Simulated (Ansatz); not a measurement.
Runs of Ansatz 0.2.0 on Ca. The structure is cubic, space group Fm-3m (No. 225). The conventional cell has a = 5.588 Å, b = 5.588 Å, c = 5.588 Å, α = 90.00°, β = 90.00°, γ = 90.00°. Ca (site symmetry m-3m) is surrounded by 12 Ca at 3.95 Å. 

| task | level | potentials or basis | cell | k mesh | cutoff (eV) | smearing | points for each segment of the path | driver | optimizer | fmax | steps | gap on the mesh (eV) | pressure (GPa) |
| --- | --- | --- | --- | --- | --- | --- | --- | --- | --- | --- | --- | --- | --- |
| band structure | PBE | PseudoDojo stringent (PBE files) | as given | 8 × 8 × 8 | 925 | fermi-dirac 0.05 eV | 14 | - | - | - | - | none | -0.6 |
| atomic charges | r2SCAN+D3(BJ) | Ansatz PAW | cell strained at random at fixed volume | 8 × 8 × 8 | 500 | gaussian 0.1 eV | - | - | - | - | - | none | -0.6 |
| electron localisation function | BPBE+D3(BJ) | PseudoDojo stringent (PBE files) | as given | 8 × 8 × 8 | 925 | fermi-dirac 0.05 eV | - | - | - | - | - | none | -2.3 |
| ladder of functionals | PBE | JTH PAW | as given | 8 × 8 × 8 | 870 | methfessel-paxton 0.05 eV | - | - | - | - | - | none | -0.6 |
| projected density of states | HSE06 | Ansatz PAW | as given | 6 × 6 × 6 | 420 | fermi-dirac 0.01 eV | - | - | - | - | - | none | - |
| single point | r2SCAN+rVV10 | Ansatz PAW polarizable | as given | 8 × 8 × 8 | 500 | fermi-dirac 0.1 eV | - | chain | - | - | - | none | (a) |
| band structure | PBE | Ansatz PAW earlier set | as given | 8 × 8 × 8 | 520 | fermi-dirac 0.05 eV | 14 | - | - | - | - | none | -0.6 |
| band structure | PBE | Ansatz PAW | as given | 8 × 8 × 8 | 420 | fermi-dirac 0.05 eV | 14 | - | - | - | - | none | -0.6 |
| relaxation of cell and atoms | r2SCAN+D3(BJ)+ATM | JTH PAW LDA | relaxed | 8 × 8 × 8 | 840 | methfessel-paxton 0.025 eV | - | calculator | FIRE | 0.05 | 30 | - | -0.2 |
| band structure | PBE | Ansatz PAW earlier set | as given | 8 × 8 × 8 | 620 | fermi-dirac 0.05 eV | 14 | - | - | - | - | none | -0.6 |
| Wannier functions | BLYP+D4 | Ansatz PAW polarizable | as given | 8 × 8 × 8 | 420 | fermi-dirac 0.1 eV | - | - | - | - | - | none | - |

Alike in all rows: no spin polarisation.

Question: Fill in the values left out.

Answer: (a) -0.4.

Caveats: pairwise dispersion overbinds metals, which lowers pressure and volume (some runs); the PAW data sets come from PBE, with cores solved anew for the run's functional, which leaves a small shift of forces and pressure (some runs); the potentials were made for another functional, which shifts forces and pressure (some runs); the density of states is complete only up to the lowest level of the last band computed (some runs); the PAW data sets were made with another functional, which shifts forces and pressure a little (some runs).

A k mesh can miss the band edges.

A gap of «none» marks a metal or a gap under the smearing width.

Not every run made on this cell is shown here.
